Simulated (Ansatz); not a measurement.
## Converging the plane-wave cutoff for graphene armchair nanoribbon, H-capped in a Python loop

A convergence test: the same geometry at several values of the plane-wave cutoff.

Program: Ansatz 0.2.0. Level of theory: Kohn-Sham DFT, PBE+D4, PAW set soft_1, plane waves. Results are calculated unless marked as measured.

### 1. Set-up

The cell holds 80 atoms: 60 C and 20 H. Cell: a = 21.304 Å, b = 18.038 Å, c = 10.000 Å, α = 90.0°, β = 90.0°, γ = 90.0°. Graphene (a = 2.46 A), rectangular cell with x along the armchair direction; strip 8 A wide, 5 periods, edges capped with H, 10 A of vacuum; minimised with a classical potential. Regions: sheet, 60 atoms (60 C); hydrogen, 20 atoms (20 H). Vacuum lies along b and c. The structure's axis is a.

### 2. Running it

The structure comes from a classical simulation and is read from a file. The cell is 21.3 Å or more across in its periodic directions, and the Γ point alone is taken as a first sampling. A smearing of 0.025 eV is typed, for levels that come near the Fermi level; it changes nothing where a wide gap is open. A dispersion term (D4) is added as well, though little in this cell is weakly bound. The PAW files are read from a folder beside the script (Ansatz's set soft_1), and the density starts from superposed atoms. The highest cutoff serves as the reference; forces are the test that matters for later relaxations, while absolute energies converge more slowly and partly cancel in differences.

cell.xyz

```xyz
80
Lattice="21.3042 0.0000 0.0000 0.0000 18.0379 0.0000 0.0000 0.0000 10.0000" Properties=species:S:1:pos:R:3 pbc="T T T"
C     0.7028    7.2047    5.0000
C     1.4474    6.0416    5.0000
C     2.8134    6.0416    5.0000
C     3.5580    7.2047    5.0000
C     0.7082    9.6222    5.0000
C     1.4223    8.4158    5.0000
C     2.8386    8.4158    5.0000
C     3.5527    9.6222    5.0000
C     0.6830   11.9963    5.0000
C     1.4276   10.8332    5.0000
C     2.8332   10.8332    5.0000
C     3.5778   11.9963    5.0000
C     4.9637    7.2047    5.0000
C     5.7083    6.0416    5.0000
C     7.0743    6.0416    5.0000
C     7.8189    7.2047    5.0000
C     4.9690    9.6222    5.0000
C     5.6831    8.4158    5.0000
C     7.0994    8.4158    5.0000
C     7.8135    9.6222    5.0000
C     4.9439   11.9963    5.0000
C     5.6884   10.8332    5.0000
C     7.0941   10.8332    5.0000
C     7.8387   11.9963    5.0000
C     9.2245    7.2047    5.0000
C     9.9691    6.0416    5.0000
C    11.3351    6.0416    5.0000
C    12.0797    7.2047    5.0000
C     9.2298    9.6222    5.0000
C     9.9440    8.4158    5.0000
C    11.3603    8.4158    5.0000
C    12.0744    9.6222    5.0000
C     9.2047   11.9963    5.0000
C     9.9493   10.8332    5.0000
C    11.3549   10.8332    5.0000
C    12.0995   11.9963    5.0000
C    13.4854    7.2047    5.0000
C    14.2299    6.0416    5.0000
C    15.5960    6.0416    5.0000
C    16.3405    7.2047    5.0000
C    13.4907    9.6222    5.0000
C    14.2048    8.4158    5.0000
C    15.6211    8.4158    5.0000
C    16.3352    9.6222    5.0000
C    13.4655   11.9963    5.0000
C    14.2101   10.8332    5.0000
C    15.6158   10.8332    5.0000
C    16.3604   11.9963    5.0000
C    17.7462    7.2047    5.0000
C    18.4908    6.0416    5.0000
C    19.8568    6.0416    5.0000
C    20.6014    7.2047    5.0000
C    17.7515    9.6222    5.0000
C    18.4656    8.4158    5.0000
C    19.8820    8.4158    5.0000
C    20.5961    9.6222    5.0000
C    17.7264   11.9963    5.0000
C    18.4710   10.8332    5.0000
C    19.8766   10.8332    5.0000
C    20.6212   11.9963    5.0000
H     1.0113    5.0541    5.0000
H     3.2495    5.0541    5.0000
H     1.1191   12.9839    5.0000
H     3.1417   12.9839    5.0000
H     5.2722    5.0541    5.0000
H     7.5104    5.0541    5.0000
H     5.3800   12.9839    5.0000
H     7.4026   12.9839    5.0000
H     9.5330    5.0541    5.0000
H    11.7712    5.0541    5.0000
H     9.6408   12.9839    5.0000
H    11.6634   12.9839    5.0000
H    13.7938    5.0541    5.0000
H    16.0321    5.0541    5.0000
H    13.9016   12.9839    5.0000
H    15.9243   12.9839    5.0000
H    18.0547    5.0541    5.0000
H    20.2929    5.0541    5.0000
H    18.1625   12.9839    5.0000
H    20.1851   12.9839    5.0000
```

converge.py

```python
import time
import warnings
import numpy as np
from ase.io import read
import ansatz as az

warnings.simplefilter("ignore", az.DeckWarning)
atoms = read("cell.xyz")
print("formula", atoms.get_chemical_formula(mode="reduce") if len(atoms) < 20 else atoms.get_chemical_formula())
print("cell (A, deg)", np.round(atoms.cell.cellpar(), 3))

base = (
    az.Crystal.from_ase(atoms)
    .calculation()
    .functional("pbe", dispersion="d4")
    .pseudopotentials("paw", azcp={"folder": "./paw"}, xc_functional="pbe")
    .kpoints(1, 1, 1)
    .occupations("gaussian", width=0.025)
    .forces()
    .band_table()
)

def gap_of(report):
    e = np.concatenate(report["eigenvalues_ev"]); f = np.concatenate(report["occupations"])
    f = f / f.max()  # a half-filled level counts on both sides, so the gap is then zero
    return e[f > 0.3].max(), e[f < 0.7].min()

rows = []
for cutoff in [200, 250, 300, 350, 420, 500, 600]:
    start = time.time()
    try:
        r = base.basis(cutoff).run(threads=8).report
    except az.AnsatzError as error:
        print(cutoff, 'failed:', str(error)[:110])
        continue
    homo, lumo = gap_of(r)
    rows.append((cutoff, r['free_energy_ev'] / len(atoms), np.array(r['forces_ev_ang']), max(lumo - homo, 0), np.nan, r['n_iterations'], time.time() - start))
    print(cutoff, f"F = {r['free_energy_ev']:.4f} eV, {r['n_iterations']} iterations, {time.time() - start:.0f} s", flush=True)

ref = rows[-1]
scale = np.sqrt(np.mean(ref[2] ** 2))
print(f"r.m.s. force of the reference: {scale:.3f} eV/A")
print("  cutoff  dE (meV/atom)  dF rms (meV/A)  dF (%)  gap (eV)  iter  time (s)")
for name, e, f, gap, p, n, t in rows:
    df = np.sqrt(np.mean((f - ref[2]) ** 2))
    print(f"{str(name):>8s} {1000 * (e - ref[1]):14.2f} {1000 * df:15.2f} {100 * df / scale:7.2f} {gap:9.3f} {n:5d} {t:9.1f}")
```

On the command line:

```bash
> python converge.py
```

Log:

```text
formula C60H20
cell (A, deg) [21.304 18.038 10.    90.    90.    90.   ]
200 F = -15274.5557 eV, 10 iterations, 2 s
250 F = -15346.1883 eV, 10 iterations, 3 s
300 F = -15369.5914 eV, 10 iterations, 4 s
350 F = -15375.3541 eV, 10 iterations, 5 s
420 F = -15376.7071 eV, 10 iterations, 6 s
500 F = -15376.8221 eV, 10 iterations, 7 s
600 F = -15376.8405 eV, 10 iterations, 10 s
r.m.s. force of the reference: 0.459 eV/A
  cutoff  dE (meV/atom)  dF rms (meV/A)  dF (%)  gap (eV)  iter  time (s)
     200        1278.56          197.53   42.99     1.041    10       2.1
     250         383.15          154.54   33.63     1.060    10       2.9
     300          90.61           39.57    8.61     1.056    10       3.6
     350          18.58            9.59    2.09     1.055    10       4.8
     420           1.67            1.61    0.35     1.055    10       6.0
     500           0.23            0.17    0.04     1.055    10       7.3
     600           0.00            0.00    0.00     1.055    10       9.9
```

Wall time 37 s (8 threads of AMD EPYC 9B45 (Zen 5), shared host); peak memory 4.9 GiB.

### 3. Results

- reference run: 600, 9.9 s
- r.m.s. force component of the reference: 0.459 eV/Å
- largest r.m.s. force difference: 198 meV/Å (200)
- smallest r.m.s. force difference: 0.165 meV/Å (500)
- energy differences: 0.230 to 1279 meV/atom

In words: The cheapest setting whose forces lie within 1 % of the reference is 420 eV, at 0.61 times the reference's time. Notices that the program raised in these runs, those on memory apart (the script silences some of them): cutoff below recommended and structure snapped to symmetry.

[Logs are printed without paths, hosts, clocks, repeated set-up lines and the standing remarks that a program may print on its own settings, such as how far it seeks lower states.]

[Hosts, paths, dates, database ids (printed as entryN), source tags and the programs' standing remarks are cut or masked in the printed files.]

[Scripts of this kind were picked in part by their result: those with far moves, changed bonds, near-zero gaps or large misses at database cells are mostly left out.]
